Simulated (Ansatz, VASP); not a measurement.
## Two plane-wave programs on Pb

The input INCAR:

```
PREC = Accurate
ENCUT = 520
EDIFF = 1E-6
ISMEAR = -5
SIGMA = 0.05
LREAL = False
LASPH = True
NELM = 80
ALGO = Normal
ISIF = 2
LWAVE = False
LCHARG = False
GGA = B5
ALDAX = 1.0
AGGAX = 1.0
AGGAC = 1.0
ALDAC = 0.0
IVDW = 13
VDW_S6 = 1.0
VDW_S8 = 2.34076671
VDW_A1 = 0.44488865
VDW_A2 = 4.0933009
NBANDS = 13
```

File KPOINTS:

```
regular mesh
0
Gamma
  9 9 9
```

The input POSCAR:

```
Pb
1.0
    0.0000000000      2.4750200000      2.4750200000
    2.4750200000      0.0000000000      2.4750200000
    2.4750200000      2.4750200000      0.0000000000
Pb
1
Direct
    0.0000000000      0.0000000000      0.0000000000
```

File input.yaml:

```yaml
crystal:
  lattice:
    - [0.0, 2.47502, 2.47502]
    - [2.47502, 0.0, 2.47502]
    - [2.47502, 2.47502, 0.0]
  atoms:
    - { symbol: Pb, position: [0.0, 0.0, 0.0] }
hamiltonian:
  xc: blyp
  pseudopotentials: { kind: paw }
  dispersion: d4
kpoints:
  mp_grid: { grid: [9, 9, 9] }
scf:
  occupations: { method: tetrahedron }
  n_extra_bands: 6
output:
  forces: true
  stress: true
  dos: { projected: false, de: 0.05, nscf_kmesh: { grid: [14, 14, 14] } }
  write_density: true
  write_potential: true
  elf: true
  volumetric_format: npy
```

Alike in both runs: functional BLYP; dispersion D4; k mesh 9 × 9 × 9; occupations tetrahedron; no spin polarisation.

```csv
,VASP,Ansatz
version,VASP 6.6.1,Ansatz 0.2.0
potentials or method,"VASP PAW PBE potentials, release 64 (Pb_d)",Ansatz PAW
plane-wave cutoff (eV),520,420
valence electrons in the cell,14,14
task,single point,density of states
```

|  | VASP | Ansatz | Ansatz less VASP |
| --- | --- | --- | --- |
| gap on the k mesh at the Fermi level (eV) | none | none | - |
| pressure (GPa) | 2.2 | 2.1 | -0.13 |
| dispersion energy (meV/atom) | -790.6 | -790.8 | -0.21 |

A gap of «none» marks a metal or a gap that the smearing closes.

Caveats: pairwise dispersion overbinds metals, which lowers pressure and volume; the PAW data sets were made with another functional, which shifts forces and pressure a little (VASP); tetrahedron occupations give inexact forces and stress in metals (VASP); the PAW data sets come from PBE, with cores solved anew for the run's functional, which leaves a small shift of forces and pressure (Ansatz); the density of states is complete only up to the lowest level of the last band computed (Ansatz); with tetrahedron occupations forces and stress needn't match the slope of the energy (Ansatz). Spin-orbit coupling is left out, which matters for the levels of Pb.
